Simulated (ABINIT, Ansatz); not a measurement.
## BP (F-43m): the LO frequency by hand

Wanted: the LO mode of BP (F-43m) from the TO mode and the field response.

Main program and level: ABINIT 10.8.3; DFT LDA, scalar-relativistic, plane waves, PseudoDojo norm-conserving pseudopotentials.

### 1. The relaxed structure

The structure is cubic, space group F-43m (No. 216). Conventional cell: a = 4.487 Å, b = 4.487 Å, c = 4.487 Å, α = 90.00°, β = 90.00°, γ = 90.00°. Nearest to B lie 4 P at 1.94 Å. P has 4 B at 1.94 Å nearest. Farther neighbours are not listed.

Coordinates:

```xyz
2
Lattice="-2.2436 0.0000 2.2436 0.0000 2.2436 2.2436 -2.2436 2.2436 0.0000" Properties=species:S:1:pos:R:3 pbc="T T T"
B     0.0000    0.0000    0.0000
P    -1.1218    1.1218    1.1218
```

This is the cell after its relaxation at this level of theory, not the database cell from which that began.

### 2. What the response run gave

A linear-response run on the relaxed cell, with the response to an electric field; only its zone-centre results are used. Cutoff 47 Ha, k mesh 8×8×8 with shifts.

Numbers of over 12 decimals in the logs are rounded to 6 here.

Output:

```text
[banners, grids, parts of the stress and lines that vanish by symmetry left out]
- input  file    -> dfpt_gamma.abi
- output file    -> dfpt_gamma.abo
- root for input  files -> dfpt_gammai
[...]
DATASET    1 : space group F-4 3 m (#216); Bravais cF (face-center cubic)
[...]
nfft =       64000          nkpt =        1024
[...]
DATASET    2 : space group F-4 3 m (#216); Bravais cF (face-center cubic)
[...]
nfft =       64000          nkpt =        1024
[...]
== DATASET  1 ==================================================================
[...]
cutoff_energies: {ecut:  47.0, pawecutdg:  -1.0, }
[...]
- 15.00000   5.00000  180309                  znucl, zion, pspdat
[...]
Perturbation : derivative vs k along direction   1
[...]
-ETOT  1  -12.674663859482     -1.267E+01 1.524E+00 0.000E+00
 ETOT  2  -12.711646378497     -3.698E-02 1.004E-02 0.000E+00
 ETOT  3  -12.711885490603     -2.391E-04 8.982E-05 0.000E+00
 ETOT  4  -12.711887964793     -2.474E-06 1.886E-06 0.000E+00
 ETOT  5  -12.711887997664     -3.287E-08 3.211E-08 0.000E+00
[...]
At SCF step   13   max residual=  1.00E-20 < tolwfr=  1.00E-20 =>converged.
[...]
Perturbation : derivative vs k along direction   2
[...]
-ETOT  1  -12.674663859337     -1.267E+01 1.524E+00 0.000E+00
[...]
At SCF step   13   max residual=  1.00E-20 < tolwfr=  1.00E-20 =>converged.
[...]
Perturbation : derivative vs k along direction   3
[...]
-ETOT  1  -12.674663859192     -1.267E+01 1.524E+00 0.000E+00
[...]
At SCF step   13   max residual=  1.00E-20 < tolwfr=  1.00E-20 =>converged.
[...]
1        1       2.3911990237    0.0000000000
     1        2      -1.1955995119   -0.0000000000
     1        3      -1.1955995119    0.0000000000
     2        1      -1.1955995119   -0.0000000000
     2        2       2.3911990237    0.0000000000
     2        3       1.1955995119   -0.0000000000
     3        1      -1.1955995119    0.0000000000
     3        2       1.1955995119   -0.0000000000
     3        3       2.3911990237   -0.0000000000
[...]
== DATASET  2 ==================================================================
[...]
cutoff_energies: {ecut:  47.0, pawecutdg:  -1.0, }
[...]
Perturbation : displacement of atom   1   along direction   1
[...]
-ETOT  1   8.157631     -2.238E+02 7.883E-01 3.498E+03
[...]
At SCF step    9       vres2   =  1.11E-11 < tolvrs=  1.00E-10 =>converged.
[...]
At SCF step    8       vres2   =  5.28E-12 < tolvrs=  1.00E-10 =>converged.
[...]
-ETOT  1   1.718140     -4.530E+00 2.047E+00 3.920E+03
[...]
ETOT  7   1.135505     -7.704E-11 3.442E-11 1.515E-09
 ETOT  8   1.135505     -6.208E-13 9.209E-13 5.169E-12
 At SCF step    8       vres2   =  5.17E-12 < tolvrs=  1.00E-10 =>converged.
[...]
Dielectric tensor, in cartesian coordinates,
[...]
1    4   1    4         9.1351376501        -0.0000000000
   1    4   2    4        -0.0000000000        -0.0000000000
   1    4   3    4        -0.0000000000        -0.0000000000
   2    4   1    4        -0.0000000000        -0.0000000000
   2    4   2    4         9.1351376501        -0.0000000000
   2    4   3    4         0.0000000000        -0.0000000000
   3    4   1    4        -0.0000000000        -0.0000000000
   3    4   2    4         0.0000000000        -0.0000000000
   3    4   3    4         9.1351376501        -0.0000000000
  Effective charges, in cartesian coordinates,
[...]
1    1   1    4        -0.6431562729         0.0000000000
   2    1   1    4         0.0000000000         0.0000000000
   3    1   1    4        -0.0000000000         0.0000000000
   1    2   1    4         0.6432874911         0.0000000000
   2    2   1    4         0.0000000000         0.0000000000
[...]
Effective charges, in cartesian coordinates,
[...]
Rigid-atom elastic tensor , in cartesian coordinates,
[...]
Rigid-atom proper piezoelectric tensor, in cartesian coordinates,
[...]
2    4   2    6        -0.0013349704         0.0000000000
   2    4   3    6         0.0000000000         0.0000000000
   3    4   1    5        -0.0000000000         0.0000000000
   3    4   2    5         0.0000000000         0.0000000000
   3    4   3    5         0.0000000000         0.0000000000
   3    4   1    6         0.0000000000         0.0000000000
   3    4   2    6         0.0000000000         0.0000000000
   3    4   3    6        -0.0013349704         0.0000000000
  Phonon wavevector (reduced coordinates) :  0.00000  0.00000  0.00000
 Phonon energies in Hartree :
[...]
Phonon frequencies in cm-1    :
-  2.095182E-01  2.095184E-01  2.095190E-01  8.210418E+02  8.210418E+02
-  8.210418E+02
  Phonon at Gamma, with non-analyticity in the
[...]
Phonon energies in Hartree :
[...]
Phonon frequencies in cm-1    :
-  2.095182E-01  2.095184E-01  2.097493E-01  8.210418E+02  8.210418E+02
-  8.285048E+02
  Phonon at Gamma, with non-analyticity in the
[...]
Phonon energies in Hartree :
[...]
Phonon frequencies in cm-1    :
-  2.095182E-01  2.095190E-01  2.097487E-01  8.210418E+02  8.210418E+02
-  8.285048E+02
  Phonon at Gamma, with non-analyticity in the
[...]
Phonon energies in Hartree :
[...]
Phonon frequencies in cm-1    :
-  2.095184E-01  2.095190E-01  2.097484E-01  8.210418E+02  8.210418E+02
-  8.285048E+02
[...]
fcart2     0.0000000000E+00  0.0000000000E+00  0.0000000000E+00
           strten2     0.0000000000E+00  0.0000000000E+00  0.0000000000E+00
================================================================================
```

```tsv
quantity	value
cell volume Ω (Å³)	22.588
mass of B (u)	10.810
mass of P (u)	30.974
Born charge of B, raw (e)	-0.643
Born charge of P, raw (e)	0.643
ε∞	9.135
ω(TO) after the sum rule (cm⁻¹)	821.0
```

### 3. The calculation

The charges must sum to zero over the cell; taking off their mean, 0.000 e, leaves Z* = -0.643 e on B. In the polar mode B moves against P, so the reduced mass is μ = 10.81 × 30.97 / 41.78 = 8.013 u.

A longitudinal wave builds up a field that adds to the restoring force: ω(LO)² = ω(TO)² + 4π Z*² / (μ Ω ε∞), in Hartree atomic units. With μ = 14607 electron masses and Ω = 152.43 bohr³ the second term is 2.5563e-07 Ha², or 12314 cm⁻² (1 Ha = 219474.6 cm⁻¹).

So ω(LO) = √(674107 + 12314) = 828.5 cm⁻¹, and by the Lyddane-Sachs-Teller relation ε₀ = ε∞ (ω(LO)/ω(TO))² = 9.30.

### 4. Check against the program

The analysis program adds the same non-analytic term to the full matrix.

Output:

```text
[banners, grids, parts of the stress and lines that vanish by symmetry left out]
-outvars_anaddb: echo values of input variables ----------------------

 Flags :
[...]
Dielectric Tensor and Effective Charges
[...]
Effective charge tensors after
[...]
Phonon wavevector (reduced coordinates) :  0.00000  0.00000  0.00000
 Phonon energies in Hartree :
[...]
Phonon energies in meV     :
-  0.000000E+00  0.000000E+00  0.000000E+00  1.017962E+02  1.017962E+02
-  1.017962E+02
 Phonon frequencies in cm-1    :
-  0.000000E+00  0.000000E+00  0.000000E+00  8.210418E+02  8.210418E+02
-  8.210418E+02
 Phonon frequencies in Thz     :
-  0.000000E+00  0.000000E+00  0.000000E+00  2.461421E+01  2.461421E+01
-  2.461421E+01
 Phonon energies in Kelvin  :
-  0.000000E+00  0.000000E+00  0.000000E+00  1.181296E+03  1.181296E+03
-  1.181296E+03
[...]
-  1  0.00000000E+00  2.26590800E-07  3.62335578E-03
-     0.00000000E+00  0.00000000E+00  0.00000000E+00
-  2  0.00000000E+00  2.26590802E-07  3.62335580E-03
-     0.00000000E+00  0.00000000E+00  0.00000000E+00
[...]
-  1  9.21499547E-07 -3.62335566E-03  2.26590804E-07
-     0.00000000E+00  0.00000000E+00  0.00000000E+00
-  2  9.21499552E-07 -3.62335568E-03  2.26590805E-07
-     0.00000000E+00  0.00000000E+00  0.00000000E+00
[...]
-  1  3.62335567E-03  9.21499548E-07  0.00000000E+00
-     0.00000000E+00  0.00000000E+00  0.00000000E+00
-  2  3.62335569E-03  9.21499553E-07  0.00000000E+00
-     0.00000000E+00  0.00000000E+00  0.00000000E+00
[...]
-  1  3.64376758E-07 -7.06313349E-07  6.13302909E-03
-     0.00000000E+00  0.00000000E+00  0.00000000E+00
-  2 -1.27181100E-07  2.46529743E-07 -2.14065625E-03
-     0.00000000E+00  0.00000000E+00  0.00000000E+00
[...]
-  1  1.54134311E-06  6.13302890E-03  7.06221753E-07
-     0.00000000E+00  0.00000000E+00  0.00000000E+00
-  2 -5.37986322E-07 -2.14065618E-03 -2.46497772E-07
-     0.00000000E+00  0.00000000E+00  0.00000000E+00
[...]
-  1  6.13302893E-03 -1.54130114E-06 -3.64554254E-07
-     0.00000000E+00  0.00000000E+00  0.00000000E+00
-  2 -2.14065619E-03  5.37971673E-07  1.27243052E-07
-     0.00000000E+00  0.00000000E+00  0.00000000E+00
[...]
-     1         -0.000000     0.000000     0.000000     0.000000
-     2          0.000000    -0.000000     0.000000     0.000000
-     3          0.000000     0.000000    -0.000000     0.000000
-     4         -0.000049     0.000094    -0.819260     0.819260
-     5         -0.000206    -0.819260    -0.000094     0.819260
-     6         -0.819260     0.000206     0.000049     0.819260
[...]
-   1     Real    0.0000E+00  0.0000E+00  0.0000E+00  0.0000E+00  0.0000E+00  0.0000E+00  0.0000E+00
[...]
-  1  0.00000000E+00  2.27012469E-07  3.62335578E-03
-     0.00000000E+00  0.00000000E+00  0.00000000E+00
-  2  0.00000000E+00  2.27012471E-07  3.62335580E-03
-     0.00000000E+00  0.00000000E+00  0.00000000E+00
[...]
Phonon at Gamma, with non-analyticity in the
[...]
Phonon energies in Hartree :
[...]
Phonon energies in meV     :
-  0.000000E+00  0.000000E+00  0.000000E+00  1.017962E+02  1.017962E+02
-  1.027216E+02
 Phonon frequencies in cm-1    :
-  0.000000E+00  0.000000E+00  0.000000E+00  8.210418E+02  8.210418E+02
-  8.285055E+02
 Phonon frequencies in Thz     :
-  0.000000E+00  0.000000E+00  0.000000E+00  2.461421E+01  2.461421E+01
-  2.483797E+01
 Phonon energies in Kelvin  :
-  0.000000E+00  0.000000E+00  0.000000E+00  1.181296E+03  1.181296E+03
-  1.192035E+03
[...]
Phonon at Gamma, with non-analyticity in the
[...]
Phonon energies in Hartree :
[...]
Phonon energies in meV     :
-  0.000000E+00  0.000000E+00  0.000000E+00  1.017962E+02  1.017962E+02
-  1.027216E+02
 Phonon frequencies in cm-1    :
-  0.000000E+00  0.000000E+00  0.000000E+00  8.210418E+02  8.210418E+02
-  8.285055E+02
 Phonon frequencies in Thz     :
-  0.000000E+00  0.000000E+00  0.000000E+00  2.461421E+01  2.461421E+01
-  2.483797E+01
 Phonon energies in Kelvin  :
-  0.000000E+00  0.000000E+00  0.000000E+00  1.181296E+03  1.181296E+03
-  1.192035E+03
[...]
-  1  2.16310415E-07 -3.62335576E-03 -3.84207279E-07
-     0.00000000E+00  0.00000000E+00  0.00000000E+00
-  2  2.16310538E-07 -3.62335578E-03 -3.84207160E-07
-     0.00000000E+00  0.00000000E+00  0.00000000E+00
[...]
-  1  3.62335578E-03  2.16309156E-07  0.00000000E+00
-     0.00000000E+00  0.00000000E+00  0.00000000E+00
-  2  3.62335580E-03  2.16309036E-07  0.00000000E+00
-     0.00000000E+00  0.00000000E+00  0.00000000E+00
[...]
-  1  1.15136611E-03  3.64483709E-03 -4.79620320E-03
-     0.00000000E+00  0.00000000E+00  0.00000000E+00
-  2 -4.01869781E-04 -1.27218429E-03  1.67405407E-03
-     0.00000000E+00  0.00000000E+00  0.00000000E+00
[...]
-  1  4.87343688E-03 -3.43383074E-03 -1.43960614E-03
-     0.00000000E+00  0.00000000E+00  0.00000000E+00
-  2 -1.70101151E-03  1.19853520E-03  5.02476318E-04
-     0.00000000E+00  0.00000000E+00  0.00000000E+00
[...]
Direction                     Dielectric constant
[...]
Elastic Tensor (clamped ion) (unit:10^2GP):
[...]
Elastic Tensor (relaxed ion) (unit:10^2GP):
[...]
Calculation of the tensor related to piezoelectric effetc
[...]
Proper piezoelectric constants (clamped ion) (unit:c/m^2)
[...]
Proper piezoelectric constants (relaxed ion) (unit:c/m^2)
[...]
-0.00000000      0.11055830      0.00000000
     -0.00000000      0.00000000      0.11055830
-
```

```tsv
quantity	by hand	program
ω(LO) (cm⁻¹)	828.5	828.5
ε₀	9.30	9.30
```

### 5. Results

| Item | Value |
| --- | --- |
| TO mode | 821.0 cm⁻¹ |
| LO mode | 828.5 cm⁻¹ |
| static dielectric constant | 9.302 |

**Reading.** The LO mode of BP (F-43m) lies at 829 cm⁻¹, 7 cm⁻¹ above the TO mode; the formula meets the program within 0.1 cm⁻¹, as it must for a cubic crystal with one polar mode. ω(LO)² − ω(TO)² goes with Z*²/ε∞: an error of 5 % in ε∞ would move the LO mode by 0.4 cm⁻¹, and semilocal functionals tend to overestimate ε∞. These are harmonic values at zero temperature, at the volume of this functional, for the structure held cubic; stability elsewhere in the zone is no part of this calculation.

[Host names and launcher messages were left out of these logs when they were recorded.]

[Logs are printed without paths, hosts, clocks, repeated set-up lines and the standing remarks that a program may print on its own settings, such as how far it seeks lower states.]

[Hosts, paths, dates, database ids (printed as entryN), source tags and the programs' standing remarks are cut or masked in the printed files.]
